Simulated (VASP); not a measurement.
# ZrSe2 in VASP: relaxation of cell and atoms with PBE

Aim: the relaxation of cell and atoms of ZrSe2 with PBE.

Program: VASP 6.6.1. These are calculated values, not measurements. Logs are shortened: lines on timing, memory, paths and dates and some standing lists are left out, and cuts for length are marked.

**1. The sheet as given**

The cell holds a sheet with vacuum, 3 atoms: a = 3.780 Å, b = 3.780 Å, c = 19.160 Å, α = 90.00°, β = 90.00°, γ = 120.00°.

The cell was built by a generator and needn't be a form met in nature.

**2. Relaxation of cell and atoms, PBE**

The input, INCAR:

```
SYSTEM = ZrSe2
ALGO = Fast ; EDIFF = 1E-6
EDIFFG = -0.005 ; ENCUT = 600
GGA = PE ; IBRION = 2
ISIF = 3 ; ISMEAR = 0
KPAR = 2 ; LASPH = .TRUE.
LATTICE_CONSTRAINTS = .TRUE. .TRUE. .FALSE. ; LCHARG = .FALSE.
LREAL = .FALSE. ; LWAVE = .FALSE.
NELM = 120 ; NSW = 60
PREC = Accurate ; SIGMA = 0.03
```

The input, KPOINTS:

```
k-points
0
G
  12 12 1
  0 0 0
```

The input, POSCAR:

```
ZrSe2
1.0
    3.7800000000      0.0000000000      0.0000000000
   -1.8900000000      3.2735760300      0.0000000000
    0.0000000000      0.0000000000     19.1600000000
Se Zr
2 1
Direct
    0.3333330000      0.6666670000      0.4175365300
    0.6666670000      0.3333330000      0.5824634700
    0.0000000000      0.0000000000      0.5000000000
```

Potentials or basis: VASP PAW PBE potentials, release 64 (Se, Zr_sv).

Launch:

```sh
$ cat potpaw_PBE.64/Se/POTCAR potpaw_PBE.64/Zr_sv/POTCAR > POTCAR
$ mpirun -np 2 vasp_std > vasp.out
```

OUTCAR:

```text
SYSTEM = ZrSe2
   EDIFF = 1E-6
   EDIFFG = -0.005
   ENCUT = 600
   GGA = PE
   IBRION = 2
   ISIF = 3
   ISMEAR = 0
   LASPH = .TRUE.
   LREAL = .FALSE.
   NELM = 120
   NSW = 60
   PREC = Accurate

 ion  position               nearest neighbor table
   1  0.333  0.667  0.418-   3 2.69   3 2.69   3 2.69
   2  0.667  0.333  0.582-   3 2.69   3 2.69   3 2.69
   3  0.000  0.000  0.500-   1 2.69   2 2.69   2 2.69   1 2.69   2 2.69   1 2.69

  LATTYP: Found a hexagonal cell.
 ALAT       =     3.7800000000
 C/A-ratio  =     5.0687830688

  Lattice vectors:

 A1 = (   3.7800000000,   0.0000000000,   0.0000000000)
 A2 = (  -1.8900000000,   3.2735760300,   0.0000000000)
 A3 = (   0.0000000000,   0.0000000000,  19.1600000000)

Analysis of symmetry for initial positions (statically):
=====================================================================
 Subroutine PRICEL returns:
 Original cell was already a primitive cell.

 Routine SETGRP: Setting up the symmetry group for a
 hexagonal supercell.

 Subroutine GETGRP returns: Found 12 space group operations
 (whereof 12 operations were pure point group operations)
 out of a pool of 24 trial point group operations.

The static configuration has the point symmetry D_3d.

Analysis of symmetry for dynamics (positions and initial velocities):
=====================================================================
 Subroutine PRICEL returns:
 Original cell was already a primitive cell.

 Routine SETGRP: Setting up the symmetry group for a
 hexagonal supercell.

 Subroutine GETGRP returns: Found 12 space group operations
 (whereof 12 operations were pure point group operations)
 out of a pool of 24 trial point group operations.

The dynamic configuration has the point symmetry D_3d.

 Subroutine INISYM returns: Found 12 space group operations
 (whereof 12 operations are pure point group operations),
 and found     1 'primitive' translations

----------------------------------------------------------------------------------------

                                     Primitive cell

  volume of cell :     237.0881

  direct lattice vectors                    reciprocal lattice vectors
     3.780000000  0.000000000  0.000000000     0.264550265  0.152738166  0.000000000
    -1.890000000  3.273576030  0.000000000     0.000000000  0.305476333  0.000000000
     0.000000000  0.000000000 19.160000000     0.000000000  0.000000000  0.052192067

  length of vectors
     3.780000000  3.780000003 19.160000000     0.305476333  0.305476333  0.052192067

  position of ions in fractional coordinates (direct lattice)
     0.333333000  0.666667000  0.417536530
     0.666667000  0.333333000  0.582463470
     0.000000000  0.000000000  0.500000000

  ion indices of the primitive-cell ions
   primitive index   ion index
                 1           1
                 2           2
                 3           3

----------------------------------------------------------------------------------------

 KPOINTS: k-points

Automatic generation of k-mesh.
 Grid dimensions read from file:
 generate k-points for:   12   12    1

 Generating k-lattice:

  Cartesian coordinates                     Fractional coordinates (reciprocal lattice)
     0.022045855  0.012728181  0.000000000     0.083333333  0.000000000  0.000000000
     0.000000000  0.025456361  0.000000000     0.000000000  0.083333333  0.000000000
     0.000000000  0.000000000  0.052192067     0.000000000  0.000000000  1.000000000

  Length of vectors
     0.025456361  0.025456361  0.052192067

  Shift w.r.t. Gamma in fractional coordinates (k-lattice)
     0.000000000  0.000000000  0.000000000

 Subroutine IBZKPT returns following result:
 ===========================================

 Found     19 irreducible k-points:

 Following reciprocal coordinates:
            Coordinates               Weight
  0.000000  0.000000  0.000000      1.000000
  0.083333  0.000000  0.000000      6.000000
  0.166667  0.000000  0.000000      6.000000
  0.250000  0.000000  0.000000      6.000000
  0.333333  0.000000  0.000000      6.000000
  0.416667  0.000000  0.000000      6.000000
[... 11 lines left out ...]
  0.333333  0.250000  0.000000     12.000000
  0.333333  0.333333  0.000000      2.000000
   k-points           NKPTS =     19   k-points in BZ     NKDIM =     19   number of bands    NBANDS=     16
   number of dos      NEDOS =    301   number of ions     NIONS =      3
   total plane-waves  NPLWV = 144000
   dimension x,y,z NGX =    30 NGY =   30 NGZ =  160
   dimension x,y,z NGXF=    60 NGYF=   60 NGZF=  320
   ions per type =               2   1
   NGX,Y,Z   is equivalent  to a cutoff of  13.19, 13.19, 13.88 a.u.
   NGXF,Y,Z  is equivalent  to a cutoff of  26.39, 26.39, 27.77 a.u.
 SYSTEM =  ZrSe2
   PREC   = accura    normal or accurate (medium, high low for compatibility)
   ISTART =      0    job   : 0-new  1-cont  2-samecut
   ICHARG =      2    charge: 1-file 2-atom 10-const
   ISPIN  =      1    spin polarized calculation?
   LNONCOLLINEAR =      F non collinear calculations
   LSORBIT =      F    spin-orbit coupling
   LASPH  =      T    aspherical Exc in radial PAW
   ENCUT  =  600.0 eV  44.10 Ry    6.64 a.u.   7.55  7.55 38.27*2*pi/ulx,y,z
   NELM   =    120;   NELMIN=  2; NELMDL= -5     # of ELM steps
   EDIFF  = 0.1E-05   stopping-criterion for ELM
   LREAL  =      F    real-space projection
   EDIFFG = -.5E-02   stopping-criterion for IOM
   NSW    =     60    number of steps for IOM
   IBRION =      2    ionic relax: 0-MD 1-quasi-New 2-CG
   NFREE  =      1    steps in history (QN), initial steepest desc. (CG)
   ISIF   =      3    stress and relaxation
   ISYM   =      2    0-nonsym 1-usesym 2-fastsym
   POTIM  = 0.5000    time-step for ionic-motion
   TEBEG  =    0.0;   TEEND  =   0.0 temperature during run
   PSTRESS=    0.0 pullay stress
   NELECT =      24.0000    total number of electrons
   NUPDOWN=      -1.0000    fix difference up-down
   EMIN   =  10.00;   EMAX   =-10.00  energy-range for DOS
   EFERMI =   0.00;   METHOD = LEGACY
   ISMEAR =     0;   SIGMA  =   0.03  broadening in eV -4-tet -1-fermi 0-gaus
   EFERMI_NEDOS =   21; number of points for ismear=-14 and -15
   IALGO  =     68    algorithm
   IMIX   =      4    mixing-type and parameters
     AMIX     =   0.40;   BMIX     =  1.00
     AMIX_MAG =   1.60;   BMIX_MAG =  1.00
  volume/ion in A,a.u.               =      79.03       533.32
  Fermi-wavevector in a.u.,A,eV,Ry     =   0.762972  1.441808  7.920311  0.582126
  Thomas-Fermi vector in A             =   1.862551
   LORBIT       =      0    0 simple, 1 ext, 2 COOP (PROOUT), +10 PAW based schemes
   GGA     = PE    functional components
   LHFCALC =     F    Hartree Fock is set to
   AEXX    =    0.0000 exact exchange contribution
   IVDW    =     0    specifies the selected vdW correction
   LEPSILON=     F    determine dielectric tensor
   LRPA    =     F    only Hartree local field effects (RPA)
 conjugate gradient relaxation of ions
 non-spin polarized calculation
 RMM-DIIS sequential band-by-band and
 Gauss-broadening in eV      SIGMA  =   0.03
  energy-cutoff  :      600.00
  volume of cell :      237.09
 maximum number of plane-waves:      7965
   NGX = 15   NGY = 15   NGZ = 77

--------------------------------------- Ionic step        1  -------------------------------------------

 number of electron      24.0000001 magnetization

 Free energy of the ion-electron system (eV)
  ---------------------------------------------------
  ext. energy  EPLUGINS =         0.00000000
  ---------------------------------------------------
  free energy    TOTEN  =       -19.59106233 eV

  energy without entropy =      -19.59106233  energy(sigma->0) =      -19.59106233

------------------------ aborting loop because EDIFF is reached ----------------------------------------

  FORCE on cell =-STRESS in cart. coord.  units (eV):
  Direction    XX          YY          ZZ          XY          YZ          ZX
  --------------------------------------------------------------------------------------
  -------------------------------------------------------------------------------------
  Total        0.5286458      0.5286458      0.3826715      0.0000000      0.0000000     -0.0000000
  in kB        3.5724454      3.5724454      2.5859910      0.0000000      0.0000000     -0.0000000
  external PRESSURE =       3.2436273 kB  Pullay stress =       0.0000000 kB

 VOLUME and BASIS-vectors are now :
 -----------------------------------------------------------------------------
  energy-cutoff  :      600.00
  volume of cell :      237.09
      direct lattice vectors                 reciprocal lattice vectors
     3.780000000  0.000000000  0.000000000     0.264550265  0.152738166  0.000000000
    -1.890000000  3.273576030  0.000000000     0.000000000  0.305476333  0.000000000
     0.000000000  0.000000000 19.160000000     0.000000000  0.000000000  0.052192067

 POSITION                                       TOTAL-FORCE (eV/Angst)
 -----------------------------------------------------------------------------------
     -0.00000      2.18239      8.00000         0.000000     -0.000000     -0.124643
      1.89000      1.09119     11.16000         0.000000      0.000000      0.124643
      0.00000      0.00000      9.58000        -0.000000      0.000000      0.000000
 -----------------------------------------------------------------------------------
    total drift:                               -0.000000     -0.000000      0.000000

  FREE ENERGIE OF THE ION-ELECTRON SYSTEM (eV)
  ---------------------------------------------------
  free  energy   TOTEN  =       -19.5910623255 eV
[... 17 lines left out ...]
 VOLUME and BASIS-vectors are now :
 -----------------------------------------------------------------------------
  energy-cutoff  :      600.00
  volume of cell :      241.14
      direct lattice vectors                 reciprocal lattice vectors
     3.812134126 -0.000000000  0.000000000     0.262320256  0.151450670  0.000000000
    -1.906067063  3.301404999  0.000000000     0.000000000  0.302901341  0.000000000
     0.000000000  0.000000000 19.160000000     0.000000000  0.000000000  0.052192067

 POSITION                                       TOTAL-FORCE (eV/Angst)
 -----------------------------------------------------------------------------------
     -0.00000      2.20094      7.99399         0.000000      0.000000      0.077694
      1.90607      1.10047     11.16601        -0.000000      0.000000     -0.077694
      3.81213     -0.00000      9.58000         0.000000      0.000000      0.000000
 -----------------------------------------------------------------------------------
    total drift:                                0.000000     -0.000000      0.000000

  FREE ENERGIE OF THE ION-ELECTRON SYSTEM (eV)
  ---------------------------------------------------
  free  energy   TOTEN  =       -19.5929396153 eV

  energy  without entropy=      -19.5929396153  energy(sigma->0) =      -19.59293962

--------------------------------------- Ionic step        3  -------------------------------------------

 number of electron      24.0000001 magnetization

 Free energy of the ion-electron system (eV)
  ---------------------------------------------------
  ext. energy  EPLUGINS =         0.00000000
  ---------------------------------------------------
  free energy    TOTEN  =       -19.59422209 eV

  energy without entropy =      -19.59422209  energy(sigma->0) =      -19.59422209

 E-fermi :  -2.3149     XC(G=0):  -3.5834

 val. band max:       -2.4591016418   @ k =   0.0000   0.0000   0.0000
 cond. band min:      -1.9595301851   @ k =   0.5000   0.0000   0.0000
 fundamental gap:      0.4995714567
 Fermi energy:        -2.3149085968

 k-point     1 :       0.0000    0.0000    0.0000
  band No.  band energies     occupation
      1     -51.9255      2.00000
      2     -29.9575      2.00000
      3     -29.8536      2.00000
      4     -29.8536      2.00000
      5     -15.3541      2.00000
      6     -14.4845      2.00000
[... 8 lines left out ...]
     15      -0.7485      0.00000
     16       2.0341      0.00000

 k-point     2 :       0.0833    0.0000    0.0000
  band No.  band energies     occupation
      1     -51.9248      2.00000
      2     -29.9548      2.00000
      3     -29.8655      2.00000
      4     -29.8561      2.00000
      5     -15.2943      2.00000
      6     -14.4822      2.00000
[... 8 lines left out ...]
     15      -0.5890      0.00000
     16       1.5786      0.00000
[... 334 lines left out ...]
 VOLUME and BASIS-vectors are now :
 -----------------------------------------------------------------------------
  energy-cutoff  :      600.00
  volume of cell :      239.54
      direct lattice vectors                 reciprocal lattice vectors
     3.799515271 -0.000000000  0.000000000     0.263191467  0.151953664  0.000000000
    -1.899757636  3.290476751  0.000000000     0.000000000  0.303907329  0.000000000
     0.000000000  0.000000000 19.160000000     0.000000000  0.000000000  0.052192067

 POSITION                                       TOTAL-FORCE (eV/Angst)
 -----------------------------------------------------------------------------------
     -0.00000      2.19365      7.99635         0.000000      0.000000      0.000017
      1.89976      1.09682     11.16365        -0.000000     -0.000000     -0.000017
     -0.00000      0.00000      9.58000        -0.000000      0.000000      0.000000
 -----------------------------------------------------------------------------------
    total drift:                               -0.000000     -0.000000      0.000000

  FREE ENERGIE OF THE ION-ELECTRON SYSTEM (eV)
  ---------------------------------------------------
  free  energy   TOTEN  =       -19.5942220929 eV

  energy  without entropy=      -19.5942220929  energy(sigma->0) =      -19.59422209

 reached required accuracy - stopping structural energy minimisation
```

Wall time 2.2 min (2 MPI ranks of Intel Xeon 6975P-C (Granite Rapids), shared host); peak memory 0.42 GiB.

What came out:

```yaml
Free_energy: -19.5942 eV
Relaxed_volume: 79.85 Å³/atom
Relaxed_cell: a = 3.800 Å, b = 3.800 Å, c = 19.160 Å, α = 90.00°, β = 90.00°, γ = 120.00°
Space_group_after_relaxing_to_0.05_Å: P-3m1 (No. 164)
Energy_gained_by_relaxing: 1.1 meV/atom
Ionic_steps: 3
Band_gap_on_the_k_mesh: 0.50 eV, indirect (least direct gap 1.13 eV)
```

The path:
```
step  energy change (eV)  largest force (eV/Å)  pressure (GPa)  volume (Å³)
   1              0.0000                0.1246            0.32       237.09
   2             -0.0019                0.0777           -0.20       241.14
   3             -0.0032                0.0000           -0.01       239.54
```

Final structure:
```
CELL_PARAMETERS angstrom
3.79952 0.00000 0.00000
-1.89976 3.29048 0.00000
0.00000 0.00000 19.16000
ATOMIC_POSITIONS crystal
Se 0.33333 0.66667 0.41735
Se 0.66667 0.33333 0.58265
Zr 0.00000 0.00000 0.50000
```
